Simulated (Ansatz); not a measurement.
# Ta under changes of volume

One of the cells (18.819 Å³/atom); the others are scaled copies at fixed shape and fractional positions:

```
Ta
1.0
     2.90037    0.00000    0.00000
    -1.45019    2.51180    0.00000
     0.00000    0.00000    5.16627
Ta
2
Cartesian
  0.0000 1.6745 1.2916
  1.4502 0.8373 3.8747
```

This isn't the form of Ta at room conditions, which is bcc.

```yaml
Program: Ansatz 0.2.0
Functional: LDA
Potentials_or_basis: all-electron LAPW, scalar-relativistic
Cutoff: 252 eV (chosen from the basis error)
Basis_error_allowed: 0.001 eV/atom
k_mesh: 11 × 11 × 5
Occupations: fermi-dirac, width 0.05 eV
Spin: no spin polarisation
```

| volume (Å³/atom) | energy over the lowest point (meV/atom) | pressure (GPa) |
| --- | --- | --- |
| 17.689 | 0.00 | -0.4 |
| 18.066 | 6.33 | -4.7 |
| 18.442 | 22.19 | -8.5 |
| 18.819 | 46.60 | -12.0 |
| 19.195 | 78.69 | -15.1 |
| 19.571 | ? | ? |
| 19.948 | 162.98 | -20.4 |

Question: What does the run at 19.571 Å³/atom give?

Answer: Energy over the lowest point 117.71 meV/atom; pressure -17.9 GPa.

Worked out: A Birch-Murnaghan fit of order 3 (a polynomial in V^(-2/3)) to the other rows has its minimum at 17.65 Å³/atom, just outside them, with B0 = V·E''(V) = 214 GPa and B' = 4.0 at fixed shape and positions, which overstates the stiffness. It gives 117.66 meV/atom at 19.571 Å³/atom, against the run's 117.71, and -dE/dV = -18.0 GPa, against -17.9.

Energies are extrapolated to zero smearing.

The runs don't all hold the same shells in valence.
